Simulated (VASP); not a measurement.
# BaS (Fm-3m) in VASP: settings compared, part 2 of 2

VASP 6.6.1.

### Step 3. G0W0 quasiparticle levels, PBE

Input file POSCAR:

```
BaS
1.0
    0.0000000000      3.1937500000      3.1937500000
    3.1937500000      0.0000000000      3.1937500000
    3.1937500000      3.1937500000      0.0000000000
Ba S
1 1
Direct
    0.0000000000      0.0000000000      0.0000000000
    0.5000000000      0.5000000000      0.5000000000
```

Input file INCAR.step1:

```
PREC = Accurate
ENCUT = 450
EDIFF = 1E-8
ISMEAR = 0
SIGMA = 0.01
LREAL = F
LASPH = T
NELM = 80
ALGO = Normal
LWAVE = T
LCHARG = F
GGA = PE
```

Input file INCAR.step2:

```
PREC = Accurate
ENCUT = 450
EDIFF = 1E-8
ISMEAR = 0
SIGMA = 0.01
LREAL = F
LASPH = T
NELM = 1
ALGO = Exact
LWAVE = T
LCHARG = F
GGA = PE
NBANDS = 40
LOPTICS = T
ISTART = 1
```

Input file INCAR.step3:

```
PREC = Accurate
ENCUT = 450
EDIFF = 1E-8
ISMEAR = 0
SIGMA = 0.01
LREAL = F
LASPH = T
ALGO = EVGW0
LWAVE = F
LCHARG = F
GGA = PE
NELMGW = 1
NBANDS = 40
ENCUTGW = 130
NOMEGA = 50
PRECFOCK = Fast
ISTART = 1
NBANDSGW = 16
```

Input file KPOINTS:

```
Automatic mesh
0
Gamma
  4 4 4
```

Potentials or basis: VASP PAW PBE potentials, release 64 (Ba_sv_GW, S_GW).

Launch:

```
> cat potpaw_PBE.64/Ba_sv_GW/POTCAR potpaw_PBE.64/S_GW/POTCAR > POTCAR
> cp INCAR.step1 INCAR
> mpirun -np 1 vasp_std > vasp.out
> cp INCAR.step2 INCAR
> mpirun -np 1 vasp_std > vasp.out
> cp INCAR.step3 INCAR
> mpirun -np 1 vasp_std > vasp.out
```

OUTCAR:

```text
PREC = Accurate
   ENCUT = 450
   EDIFF = 1E-8
   ISMEAR = 0
   LREAL = F
   LASPH = T
   GGA = PE
   NELMGW = 1
   ENCUTGW = 130
   PRECFOCK = Fast
   ISTART = 1

 ion  position               nearest neighbor table
   1  0.000  0.000  0.000-
   2  0.500  0.500  0.500-

  LATTYP: Found a face centered cubic cell.
 ALAT       =     6.3875000000

  Lattice vectors:

 A1 = (   0.0000000000,   3.1937500000,   3.1937500000)
 A2 = (   3.1937500000,   0.0000000000,   3.1937500000)
[... 153 lines left out ...]
   ENCUTLF             =  -1.0    cutoff for local field effects
   NELMGW              =     1    number of iterations in solving QP/BSE equation
   NELMHF              =     1    number of iterations in the inner HF iteration
   NKREDLFX            =     1    NKREDLFY  =   1   NKREDLFZ  =   1
 non-spin polarized calculation
 Gauss-broadening in eV      SIGMA  =   0.01
  energy-cutoff  :      450.00
  volume of cell :       65.15
 maximum number of plane-waves:      1428
  NGX = 18; NGY = 18; NGZ = 18
   NGX = 15   NGY = 15   NGZ = 15
 maximum number of plane-waves:       229
 NGX is ok and might be reduce to    18

 QP shifts <psi_nk| G(iteration)W_0 |psi_nk>: iteration 1
 for sc-GW calculations column KS-energies equals QP-energies in previous step
 and V_xc(KS)=  KS-energies - (<T + V_ion + V_H > + <T+V_H+V_ion>^1  + <V_x>^1)

 k-point   1 :       0.0000    0.0000    0.0000
  band No.  KS-energies  QP-energies   sigma(KS)   V_xc(KS)     V^pw_x(r,r')   Z            occupation Imag(sigma)

      1     -22.9259     -23.3731     -15.8915     -15.1512     -24.3954       0.6040       2.0000       1.3622
      2      -7.9870      -8.9861     -15.2468     -13.9408     -19.0293       0.7650       2.0000       0.2683
      3      -7.9870      -8.9861     -15.2468     -13.9408     -19.0293       0.7650       2.0000       0.2683
      4      -7.9870      -8.9861     -15.2468     -13.9408     -19.0293       0.7650       2.0000       0.2683
      5      -7.2688      -7.5718     -13.7897     -13.3468     -21.0275       0.6842       2.0000       1.2017
      6       3.0220       2.7133     -13.0426     -12.6318     -15.6619       0.7516       2.0000       0.1276
[... 135 lines left out ...]
      2      -8.5362      -9.3219     -14.5480     -13.4385     -19.4957       0.7082       2.0000       0.5345
      3      -8.3295      -9.3720     -14.9302     -13.5486     -18.8339       0.7545       2.0000       0.3246
      4      -8.3295      -9.3720     -14.9302     -13.5486     -18.8339       0.7545       2.0000       0.3246
      5      -6.6259      -7.0228     -14.5440     -13.9849     -20.6202       0.7097       2.0000       0.8847
      6       1.9637       1.5121     -12.3406     -11.7300     -15.1512       0.7396       2.0000       0.1592
[... 8 lines left out ...]
     15      12.0239      15.7179      -7.4153     -12.2938      -2.4705       0.7572       0.0000      -0.2568
     16      12.3875      15.0815      -8.8664     -12.4488      -4.5263       0.7520       0.0000      -0.2717
```

OUTCAR.step1:

```text
PREC = Accurate
   ENCUT = 450
   EDIFF = 1E-8
   ISMEAR = 0
   LREAL = F
   LASPH = T
[... 321 lines left out ...]
 -----------------------------------------------------------------------------------
      0.00000      0.00000      0.00000         0.000000      0.000000      0.000000
      3.19375      3.19375      3.19375        -0.000000     -0.000000     -0.000000
 -----------------------------------------------------------------------------------
    total drift:                                0.000000     -0.000000     -0.000000

  FREE ENERGIE OF THE ION-ELECTRON SYSTEM (eV)
  ---------------------------------------------------
  free  energy   TOTEN  =       -11.6067671113 eV

  energy  without entropy=      -11.6067671113  energy(sigma->0) =      -11.60676711
```

OUTCAR.step2:

```text
PREC = Accurate
   ENCUT = 450
   EDIFF = 1E-8
   ISMEAR = 0
   LREAL = F
[... 721 lines left out ...]
     0.00000     5.44931     5.44931     5.44931    -0.00000    -0.00000     0.00000
     0.64005     5.53311     5.53311     5.53311    -0.00000    -0.00000     0.00000
     1.28011     5.83930     5.83930     5.83930    -0.00000    -0.00000     0.00000
     1.92016     6.76373     6.76373     6.76373    -0.00000    -0.00000     0.00000
     2.56021     5.62301     5.62301     5.62301    -0.00000    -0.00000     0.00000
     3.20026     4.65848     4.65848     4.65848    -0.00000    -0.00000     0.00000
[... 92 lines left out ...]
    62.72519     0.91362     0.91362     0.91362    -0.00000    -0.00000     0.00000
    63.36524     0.91548     0.91548     0.91548    -0.00000    -0.00000     0.00000
```

It took 1.7 min on 1 thread of Intel Xeon Platinum 8488C (Sapphire Rapids), shared host; peak memory 0.61 GiB.

What came out:

| Property | Result |
| --- | --- |
| Band gap on the k mesh, mean-field level | 2.20 eV, indirect (least direct gap 2.31 eV) |
| Quasiparticle gap | 3.30 eV |
| Least direct quasiparticle gap | 3.45 eV |

Levels at points of the mesh, in eV from the valence-band top:
```
           k point  band 4  band 5  band 6  band 7  band 8  band 9  band 10  band 11  band 12
(0.00, 0.00, 0.00)  -11.01  -10.29    0.00    0.00    0.00    3.69     3.96     3.96     3.96
(0.50, 0.00, 0.00)  -11.05   -9.04   -1.86   -1.01   -1.01    5.55     5.63     6.41     6.41
(0.50, 0.50, 0.00)  -11.20  -10.20   -0.45   -0.11   -0.11    2.20     6.02     6.12     7.62
```

Caveat: the k mesh is coarse (spacing up to 0.43 Å⁻¹), so the values aren't converged; bands, screening cutoff and mesh are small and nothing is extrapolated, so the quasiparticle values aren't converged; spin-orbit coupling is left out, which moves the levels of the heavy elements.

### Step 4. G0W0 quasiparticle levels, LDA

POSCAR is that of step 3.

Changes to INCAR.step1 since step 3:

```diff
@@ -11,2 +11,2 @@
 LCHARG = F
-GGA = PE
+GGA = CA
```

Changes to INCAR.step2 since step 3:

```diff
@@ -11,4 +11,4 @@
 LCHARG = F
-GGA = PE
-NBANDS = 40
+GGA = CA
+NBANDS = 113
 LOPTICS = T
```

Changes to INCAR.step3 since step 3:

```diff
@@ -10,6 +10,6 @@
 LCHARG = F
-GGA = PE
+GGA = CA
 NELMGW = 1
-NBANDS = 40
-ENCUTGW = 130
+NBANDS = 113
+ENCUTGW = 80
 NOMEGA = 50
```

KPOINTS is that of step 3.

Potentials or basis: VASP PAW LDA potentials, release 64 (Ba_sv_GW, S_GW).

Launch:

```
> cat potpaw_LDA.64/Ba_sv_GW/POTCAR potpaw_LDA.64/S_GW/POTCAR > POTCAR
> cp INCAR.step1 INCAR
> mpirun -np 1 vasp_std > vasp.out
> cp INCAR.step2 INCAR
> mpirun -np 1 vasp_std > vasp.out
> cp INCAR.step3 INCAR
> mpirun -np 1 vasp_std > vasp.out
```

OUTCAR:

```text
PREC = Accurate
   ENCUT = 450
   EDIFF = 1E-8
   ISMEAR = 0
   LREAL = F
   LASPH = T
   GGA = CA
   NELMGW = 1
   ENCUTGW = 80
   PRECFOCK = Fast
   ISTART = 1

 ion  position               nearest neighbor table
   1  0.000  0.000  0.000-
   2  0.500  0.500  0.500-

  LATTYP: Found a face centered cubic cell.
 ALAT       =     6.3875000000

  Lattice vectors:

 A1 = (   0.0000000000,   3.1937500000,   3.1937500000)
 A2 = (   3.1937500000,   0.0000000000,   3.1937500000)
 A3 = (   3.1937500000,   3.1937500000,   0.0000000000)

Analysis of symmetry for initial positions (statically):
=====================================================================
 Subroutine PRICEL returns:
 Original cell was already a primitive cell.

 Routine SETGRP: Setting up the symmetry group for a
 face centered cubic supercell.
[... 125 lines left out ...]
  Thomas-Fermi vector in A             =   2.159016
   LORBIT       =      0    0 simple, 1 ext, 2 COOP (PROOUT), +10 PAW based schemes
   GGA     = CA    functional components
   LHFCALC =     T    Hartree Fock is set to
   PRECFOCK=fast      Normal, Fast or Accurate (Low or Medium for compatibility)
   ENCUT4O =  -1.0   cutoff for four orbital integrals eV
   NKREDX  =     1    reduce k-point grid by
   NKREDY  =     1    reduce k-point grid by
   NKREDZ  =     1    reduce k-point grid by
   AEXX    =    1.0000 exact exchange contribution
   HFSCREEN=    0.0000 screening length (either q_TF or 0.3 A-1)
   HFSCREENC=   0.0000 screening length for correlation (either q_TF or 0.3 A-1)
   ENCUTFOCK=  -1.0 apply spherical cutoff to Coloumb kernel
   IVDW    =     0    specifies the selected vdW correction
   LEPSILON=     F    determine dielectric tensor
   LRPA    =     F    only Hartree local field effects (RPA)
   LRPAFORCE           =     F    calculate RPA forces
   ENCUTGW             =  80.0    cutoff for response function in eV
   ENCUTGWSOFT         =  64.0    soft cutoff for Coulomb kernel in GW response function in eV
   ENCUTLF             =  -1.0    cutoff for local field effects
   NELMGW              =     1    number of iterations in solving QP/BSE equation
   NELMHF              =     1    number of iterations in the inner HF iteration
   NKREDLFX            =     1    NKREDLFY  =   1   NKREDLFZ  =   1
 non-spin polarized calculation
 Gauss-broadening in eV      SIGMA  =   0.01
  energy-cutoff  :      450.00
  volume of cell :       65.15
 maximum number of plane-waves:      1428
  NGX = 18; NGY = 18; NGZ = 18
   NGX = 15   NGY = 15   NGZ = 15
 maximum number of plane-waves:       113
 NGX is ok and might be reduce to    14

 QP shifts <psi_nk| G(iteration)W_0 |psi_nk>: iteration 1
 for sc-GW calculations column KS-energies equals QP-energies in previous step
 and V_xc(KS)=  KS-energies - (<T + V_ion + V_H > + <T+V_H+V_ion>^1  + <V_x>^1)

 k-point   1 :       0.0000    0.0000    0.0000
  band No.  KS-energies  QP-energies   sigma(KS)   V_xc(KS)     V^pw_x(r,r')   Z            occupation Imag(sigma)

      1     -23.1010     -23.4470     -15.9523     -15.3890     -24.5570       0.6142       2.0000       1.2364
      2      -8.1817      -9.2094     -15.6296     -14.2754     -19.2001       0.7589       2.0000       0.2652
      3      -8.1817      -9.2094     -15.6296     -14.2754     -19.2001       0.7589       2.0000       0.2652
      4      -8.1817      -9.2094     -15.6296     -14.2754     -19.2001       0.7589       2.0000       0.2652
      5      -7.4697      -7.9700     -14.0844     -13.3493     -20.9573       0.6806       2.0000       1.1530
      6       2.7734       2.2264     -13.4664     -12.7331     -15.5727       0.7459       2.0000       0.1191
[... 135 lines left out ...]
      2      -8.7443      -9.5970     -14.8954     -13.6868     -19.5954       0.7055       2.0000       0.5198
      3      -8.5413      -9.5993     -15.2801     -13.8690     -18.9796       0.7498       2.0000       0.3244
      4      -8.5413      -9.5993     -15.2801     -13.8690     -18.9796       0.7498       2.0000       0.3244
      5      -6.8078      -7.3828     -14.8745     -14.0640     -20.6225       0.7094       2.0000       0.8468
      6       1.6808       1.0534     -12.7135     -11.8592     -15.0492       0.7344       2.0000       0.1536
[... 8 lines left out ...]
     15      11.5466      14.8657      -8.2132     -12.6420      -2.4499       0.7494       0.0000      -0.2648
     16      11.9699      14.3335      -9.7275     -12.9061      -4.5060       0.7436       0.0000      -0.2795
```

It took 2.7 min on 1 thread of Intel Xeon Platinum 8488C (Sapphire Rapids), shared host; peak memory 0.62 GiB.

What came out:

| Item | Value |
| --- | --- |
| Band gap on the k mesh, mean-field level | 2.00 eV, indirect (least direct gap 2.10 eV) |
| Quasiparticle gap | 3.25 eV |
| Least direct quasiparticle gap | 3.38 eV |

Caveat: the k mesh is coarse (spacing up to 0.43 Å⁻¹), so the values aren't converged; bands, screening cutoff and mesh are small and nothing is extrapolated, so the quasiparticle values aren't converged; spin-orbit coupling is left out, which moves the levels of the heavy elements.
